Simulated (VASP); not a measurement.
# WSe2 in VASP: settings compared, part 2 of 3

VASP 6.6.1.

### 3 Relaxation of cell and atoms, PBEsol

This run uses another cell than the first one, of 65.98 Å³/atom, 0.989 times its volume.

File INCAR:

```
SYSTEM = WSe2
PREC     = Accurate       ! precision mode
ENCUT    = 600            ! plane-wave cutoff, eV
EDIFF    = 1E-7           ! SCF threshold, eV
ISMEAR   = 0              ! smearing method
SIGMA    = 0.03           ! smearing width, eV
LREAL    = .FALSE.        ! projectors in reciprocal space
LASPH    = .TRUE.         ! aspherical terms in the spheres
NELM     = 80             ! most SCF steps
ALGO     = Normal         ! electronic algorithm
ISIF     = 3              ! what is computed and relaxed
LWAVE    = .FALSE.        ! write WAVECAR
LCHARG   = .FALSE.        ! write CHGCAR
GGA      = PS             ! functional
IBRION   = 2              ! ionic algorithm
NSW      = 90             ! ionic steps
EDIFFG   = -0.005         ! ionic threshold
LATTICE_CONSTRAINTS= .TRUE. .TRUE. .FALSE.
```

File KPOINTS:

```
regular mesh
0
G
  12 12 1
  0 0 0
```

File POSCAR:

```
WSe2                                    
1.0
    3.2722355739      0.0000000000      0.0000000000
   -1.6361177869      2.8338391357      0.0000000000
    0.0000000000      0.0000000000     21.3462600000
  Se              W             
     2     1
Direct
     0.3333333300000021    0.6666666699999979    0.4214942719796470
     0.3333333300000021    0.6666666699999979    0.5785057280203530
     0.6666666699999979    0.3333333300000021    0.5000000000000000
```

Potentials or basis: VASP PAW PBE potentials, release 64 (Se, W_sv).

Run with:

```sh
$ cat potpaw_PBE.64/Se/POTCAR potpaw_PBE.64/W_sv/POTCAR > POTCAR
$ mpirun -np 1 vasp_std > vasp.out
```

OUTCAR:

```text
SYSTEM = WSe2
   PREC = Accurate
   ENCUT = 600
   EDIFF = 1E-7
   ISMEAR = 0
   LREAL = .FALSE.
   LASPH = .TRUE.
   NELM = 80
   ISIF = 3
   GGA = PS
   IBRION = 2
   NSW = 90
   EDIFFG = -0.005

 ion  position               nearest neighbor table
   1  0.333  0.667  0.421-   3 2.53   3 2.53   3 2.53
   2  0.333  0.667  0.579-   3 2.53   3 2.53   3 2.53
   3  0.667  0.333  0.500-   1 2.53   2 2.53   1 2.53   2 2.53   1 2.53   2 2.53

  LATTYP: Found a hexagonal cell.
 ALAT       =     3.2722355739
 C/A-ratio  =     6.5234484248

  Lattice vectors:

 A1 = (   3.2722355739,   0.0000000000,   0.0000000000)
 A2 = (  -1.6361177869,   2.8338391357,   0.0000000000)
 A3 = (   0.0000000000,   0.0000000000,  21.3462600000)

Analysis of symmetry for initial positions (statically):
=====================================================================
 Subroutine PRICEL returns:
 Original cell was already a primitive cell.

 Routine SETGRP: Setting up the symmetry group for a
 hexagonal supercell.

 Subroutine GETGRP returns: Found 12 space group operations
 (whereof 12 operations were pure point group operations)
 out of a pool of 24 trial point group operations.

The static configuration has the point symmetry D_3h.

Analysis of symmetry for dynamics (positions and initial velocities):
=====================================================================
 Subroutine PRICEL returns:
 Original cell was already a primitive cell.

 Routine SETGRP: Setting up the symmetry group for a
 hexagonal supercell.

 Subroutine GETGRP returns: Found 12 space group operations
 (whereof 12 operations were pure point group operations)
 out of a pool of 24 trial point group operations.

The dynamic configuration has the point symmetry D_3h.

 Subroutine INISYM returns: Found 12 space group operations
 (whereof 12 operations are pure point group operations),
 and found     1 'primitive' translations

----------------------------------------------------------------------------------------

                                     Primitive cell

  volume of cell :     197.9436

  direct lattice vectors                    reciprocal lattice vectors
     3.272235574  0.000000000  0.000000000     0.305601470  0.176439091  0.000000000
    -1.636117787  2.833839136  0.000000000     0.000000000  0.352878181  0.000000000
     0.000000000  0.000000000 21.346260000     0.000000000  0.000000000  0.046846614

  length of vectors
     3.272235574  3.272235575 21.346260000     0.352878181  0.352878181  0.046846614

  position of ions in fractional coordinates (direct lattice)
     0.333333330  0.666666670  0.421494272
[... 103 lines left out ...]
   LEPSILON=     F    determine dielectric tensor
   LRPA    =     F    only Hartree local field effects (RPA)
 conjugate gradient relaxation of ions
 non-spin polarized calculation
 Gauss-broadening in eV      SIGMA  =   0.03
  energy-cutoff  :      600.00
  volume of cell :      197.94
 maximum number of plane-waves:      6685
 NGX is ok and might be reduce to    28
   NGX = 13   NGY = 13   NGZ = 85

--------------------------------------- Ionic step        1  -------------------------------------------

 number of electron      26.0000000 magnetization

 Free energy of the ion-electron system (eV)
  ---------------------------------------------------
  ext. energy  EPLUGINS =         0.00000000
  ---------------------------------------------------
  free energy    TOTEN  =       -23.23568234 eV

  energy without entropy =      -23.23568234  energy(sigma->0) =      -23.23568234

------------------------ aborting loop because EDIFF is reached ----------------------------------------

  FORCE on cell =-STRESS in cart. coord.  units (eV):
  Direction    XX          YY          ZZ          XY          YZ          ZX
  --------------------------------------------------------------------------------------
  -------------------------------------------------------------------------------------
  Total        0.0039374      0.0039374     -0.0333917      0.0000000      0.0000000      0.0000000
  in kB        0.0318700      0.0318700     -0.2702764      0.0000000      0.0000000      0.0000000
  external PRESSURE =      -0.0688454 kB  Pullay stress =       0.0000000 kB

 VOLUME and BASIS-vectors are now :
 -----------------------------------------------------------------------------
  energy-cutoff  :      600.00
  volume of cell :      197.94
      direct lattice vectors                 reciprocal lattice vectors
     3.272235574  0.000000000  0.000000000     0.305601470  0.176439091  0.000000000
    -1.636117787  2.833839136  0.000000000     0.000000000  0.352878181  0.000000000
     0.000000000  0.000000000 21.346260000     0.000000000  0.000000000  0.046846614

 POSITION                                       TOTAL-FORCE (eV/Angst)
 -----------------------------------------------------------------------------------
     -0.00000      1.88923      8.99733         0.000000     -0.000000      0.007963
     -0.00000      1.88923     12.34893         0.000000     -0.000000     -0.007963
      1.63612      0.94461     10.67313        -0.000000      0.000000      0.000000
 -----------------------------------------------------------------------------------
    total drift:                               -0.000008      0.000004      0.000000

  FREE ENERGIE OF THE ION-ELECTRON SYSTEM (eV)
  ---------------------------------------------------
  free  energy   TOTEN  =       -23.2356823410 eV

  energy  without entropy=      -23.2356823410  energy(sigma->0) =      -23.23568234

--------------------------------------- Ionic step        2  -------------------------------------------

 number of electron      26.0000000 magnetization

 Free energy of the ion-electron system (eV)
  ---------------------------------------------------
  ext. energy  EPLUGINS =         0.00000000
  ---------------------------------------------------
  free energy    TOTEN  =       -23.23568731 eV

  energy without entropy =      -23.23568731  energy(sigma->0) =      -23.23568731

 E-fermi :  -1.6224     XC(G=0):  -3.7936

 val. band max:       -1.7694063442   @ k =   0.3333   0.3333   0.0000
 cond. band min:      -0.0902512185   @ k =   0.1667   0.1667   0.0000
 fundamental gap:      1.6791551257
 Fermi energy:        -1.6223645744

 k-point     1 :       0.0000    0.0000    0.0000
  band No.  band energies     occupation
      1     -75.7219      2.00000
      2     -39.9847      2.00000
      3     -39.8353      2.00000
      4     -39.8353      2.00000
      5     -16.6545      2.00000
      6     -15.3642      2.00000
[... 357 lines left out ...]
      4     -39.9303      2.00000
      5     -14.2622      2.00000
      6     -14.1772      2.00000
[... 9 lines left out ...]
     16       1.8375      0.00000
     17       3.3387      0.00000

------------------------ aborting loop because EDIFF is reached ----------------------------------------

  FORCE on cell =-STRESS in cart. coord.  units (eV):
  Direction    XX          YY          ZZ          XY          YZ          ZX
  --------------------------------------------------------------------------------------
  -------------------------------------------------------------------------------------
  Total        0.0077169      0.0077169     -0.0147640      0.0000000      0.0000000     -0.0000000
  in kB        0.0624538      0.0624538     -0.1194862      0.0000000      0.0000000     -0.0000000
  external PRESSURE =       0.0018072 kB  Pullay stress =       0.0000000 kB

 VOLUME and BASIS-vectors are now :
 -----------------------------------------------------------------------------
  energy-cutoff  :      600.00
  volume of cell :      197.97
      direct lattice vectors                 reciprocal lattice vectors
     3.272442764  0.000000000  0.000000000     0.305582121  0.176427920  0.000000000
    -1.636221382  2.834018567  0.000000000    -0.000000000  0.352855839  0.000000000
     0.000000000  0.000000000 21.346260000     0.000000000  0.000000000  0.046846614

 POSITION                                       TOTAL-FORCE (eV/Angst)
 -----------------------------------------------------------------------------------
     -0.00000      1.88935      8.99771         0.000000     -0.000000      0.002561
     -0.00000      1.88935     12.34855         0.000000     -0.000000     -0.002561
      1.63622      0.94467     10.67313        -0.000000      0.000000      0.000000
 -----------------------------------------------------------------------------------
    total drift:                               -0.000008      0.000004      0.000000

  FREE ENERGIE OF THE ION-ELECTRON SYSTEM (eV)
  ---------------------------------------------------
  free  energy   TOTEN  =       -23.2356873055 eV

  energy  without entropy=      -23.2356873055  energy(sigma->0) =      -23.23568731

 reached required accuracy - stopping structural energy minimisation
```

Wall time 2.3 min (1 thread of Intel Xeon Platinum 8375C at 2.90GHz (Ice Lake), shared host); peak memory 0.43 GiB.

Results:

| Quantity | Value |
| --- | --- |
| Free energy | -23.2357 eV |
| Relaxed volume | 65.99 Å³/atom |
| Relaxed cell | a = 3.272 Å, b = 3.272 Å, c = 21.346 Å, α = 90.00°, β = 90.00°, γ = 120.00° |
| Space group after relaxing (to 0.05 Å) | P-6m2 (No. 187) |
| Energy gained by relaxing | 0.0 meV/atom |
| Ionic steps | 2 |
| Band gap on the k mesh | 1.68 eV, indirect (least direct gap 1.69 eV) |

Forces on the atoms (eV/Å):
```
Se   0.000  0.000  0.003
Se   0.000  0.000 -0.003
W    0.000  0.000  0.000
```

Final structure:
```
CELL_PARAMETERS angstrom
3.27244 0.00000 0.00000
-1.63622 2.83402 0.00000
0.00000 0.00000 21.34626
ATOMIC_POSITIONS crystal
Se 0.33333 0.66667 0.42151
Se 0.33333 0.66667 0.57849
W 0.66667 0.33333 0.50000
```

Levels at points of the mesh, in eV from the valence-band top:
```
           k point  band 9  band 10  band 11  band 12  band 13  band 14  band 15  band 16  band 17
(0.00, 0.00, 0.00)   -2.33    -2.25    -1.17    -1.17    -0.42     3.05     3.05     3.24     3.24
(0.50, 0.00, 0.00)   -4.24    -2.99    -2.19    -1.02    -0.84     2.52     2.85     3.75     4.44
```

Caveat: the PAW data sets were made with another functional, which shifts forces and pressure a little; spin-orbit coupling is left out, which moves the levels of the heavy elements.

### 4 Relaxation of cell and atoms, PBE+D3(BJ)

File INCAR:

```
SYSTEM = WSe2
PREC = Accurate
ENCUT = 600
EDIFF = 1E-6
ISMEAR = 0
SIGMA = 0.03
LREAL = .False.
LASPH = .True.
NELM = 80
ALGO = Normal
ISIF = 3
LWAVE = .False.
LCHARG = .False.
GGA = PE
IVDW = 12
IBRION = 2
NSW = 90
EDIFFG = -0.01
LATTICE_CONSTRAINTS = .TRUE. .TRUE. .FALSE.
KPAR = 4
```

File KPOINTS:

```
regular mesh
0
Gamma
  12 12 1
  0 0 0
```

File POSCAR:

```
WSe2
1.0
    3.2900000000      0.0000000000      0.0000000000
   -1.6450000000      2.8492235800      0.0000000000
    0.0000000000      0.0000000000     21.3462600000
Se W
2 1
Direct
    0.3333333300      0.6666666700      0.4216195200
    0.3333333300      0.6666666700      0.5783804800
    0.6666666700      0.3333333300      0.5000000000
```

Potentials or basis: VASP PAW PBE potentials, release 64 (Se, W_sv).

Run with:

```sh
$ cat potpaw_PBE.64/Se/POTCAR potpaw_PBE.64/W_sv/POTCAR > POTCAR
$ mpirun -np 4 vasp_std > vasp.out
```

OUTCAR:

```text
SYSTEM = WSe2
   PREC = Accurate
   ENCUT = 600
   EDIFF = 1E-6
   ISMEAR = 0
   LREAL = .False.
   LASPH = .True.
   NELM = 80
   ISIF = 3
   GGA = PE
   IVDW = 12
   IBRION = 2
   NSW = 90
   EDIFFG = -0.01
 IVDW          = 12

 ion  position               nearest neighbor table
   1  0.333  0.667  0.422-   3 2.53   3 2.53   3 2.53
   2  0.333  0.667  0.578-   3 2.53   3 2.53   3 2.53
   3  0.667  0.333  0.500-   1 2.53   2 2.53   1 2.53   2 2.53   1 2.53   2 2.53

  LATTYP: Found a hexagonal cell.
 ALAT       =     3.2900000000
 C/A-ratio  =     6.4882249240

  Lattice vectors:

 A1 = (   3.2900000000,   0.0000000000,   0.0000000000)
 A2 = (  -1.6450000000,   2.8492235800,   0.0000000000)
 A3 = (   0.0000000000,   0.0000000000,  21.3462600000)

Analysis of symmetry for initial positions (statically):
[... 167 lines left out ...]
  ext. energy  EPLUGINS =         0.00000000
  ---------------------------------------------------
  free energy    TOTEN  =       -21.60942993 eV

  energy without entropy =      -21.60942993  energy(sigma->0) =      -21.60942993

------------------------ aborting loop because EDIFF is reached ----------------------------------------

 Edisp (eV)   -1.01247

 E8    (eV) :    -0.4806
[... 155 lines left out ...]
--------------------------------------- Ionic step        5  -------------------------------------------

 number of electron      26.0000001 magnetization

 Free energy of the ion-electron system (eV)
  ---------------------------------------------------
  ext. energy  EPLUGINS =         0.00000000
  ---------------------------------------------------
  free energy    TOTEN  =       -21.61348899 eV

  energy without entropy =      -21.61348899  energy(sigma->0) =      -21.61348899

 E-fermi :  -1.3897     XC(G=0):  -3.7832

 val. band max:       -1.7033500080   @ k =   0.3333   0.3333   0.0000
 cond. band min:      -0.0556401539   @ k =   0.1667   0.1667   0.0000
 fundamental gap:      1.6477098541
 Fermi energy:        -1.3896789945

 k-point     1 :       0.0000    0.0000    0.0000
  band No.  band energies     occupation
      1     -75.7485      2.00000
      2     -39.9913      2.00000
      3     -39.8590      2.00000
      4     -39.8590      2.00000
      5     -16.5008      2.00000
      6     -15.2656      2.00000
[... 403 lines left out ...]
  FREE ENERGIE OF THE ION-ELECTRON SYSTEM (eV)
  ---------------------------------------------------
  free  energy   TOTEN  =       -22.6247023783 eV

  energy  without entropy=      -22.6247023783  energy(sigma->0) =      -22.62470238

 reached required accuracy - stopping structural energy minimisation
```

CONTCAR:

```text
WSe2
   1.00000000000000
     3.2872502710285407    0.0000000000000000    0.0000000000000000
    -1.6436251355142704    2.8468422448532422    0.0000000000000000
     0.0000000000000000    0.0000000000000000   21.3462600000000009
  Se              W
     2     1
Direct
     0.3333333300000021    0.6666666699999979    0.4209905796683632
     0.3333333300000021    0.6666666699999979    0.5790094203316367
     0.6666666699999979    0.3333333300000021    0.5000000000000000

  0.00000000E+00  0.00000000E+00  0.00000000E+00
  0.00000000E+00  0.00000000E+00  0.00000000E+00
  0.00000000E+00  0.00000000E+00  0.00000000E+00
```

Run time: 1.7 min. Hardware: 4 MPI ranks of Intel Xeon 6975P-C (Granite Rapids), shared host; peak memory 0.45 GiB.

What came out:

```yaml
Free_energy: -22.6247 eV
Relaxed_volume: 66.59 Å³/atom
Relaxed_cell: a = 3.287 Å, b = 3.287 Å, c = 21.346 Å, α = 90.00°, β = 90.00°, γ = 120.00°
Space_group_after_relaxing_to_0.05_Å: P-6m2 (No. 187)
Energy_gained_by_relaxing: 0.9 meV/atom
Ionic_steps: 5
Largest_force_after_relaxing: 0.003 eV/Å
Band_gap_on_the_k_mesh: 1.65 eV, indirect (least direct gap 1.67 eV)
Dispersion_energy_per_atom: -0.337 eV
```

Forces on the atoms (eV/Å):
```
Se   0.000  0.000 -0.003
Se   0.000  0.000  0.003
W    0.000  0.000  0.000
```

The path:
```
step  energy change (eV)  largest force (eV/Å)  pressure (GPa)  volume (Å³)
   1              0.0000                0.2215            0.30       200.10
   2             -0.0013                0.0373           -0.25       201.41
   3             -0.0019                0.0564           -0.05       200.93
   4             -0.0027                0.0188           -0.01       200.11
   5             -0.0028                0.0033            0.00       199.76
```

Final structure:
```
CELL_PARAMETERS angstrom
3.28725 0.00000 0.00000
-1.64363 2.84684 0.00000
0.00000 0.00000 21.34626
ATOMIC_POSITIONS crystal
Se 0.33333 0.66667 0.42099
Se 0.33333 0.66667 0.57901
W 0.66667 0.33333 0.50000
```

Caveat: spin-orbit coupling is left out, which moves the levels of the heavy elements.

[end of part 2 of 3]
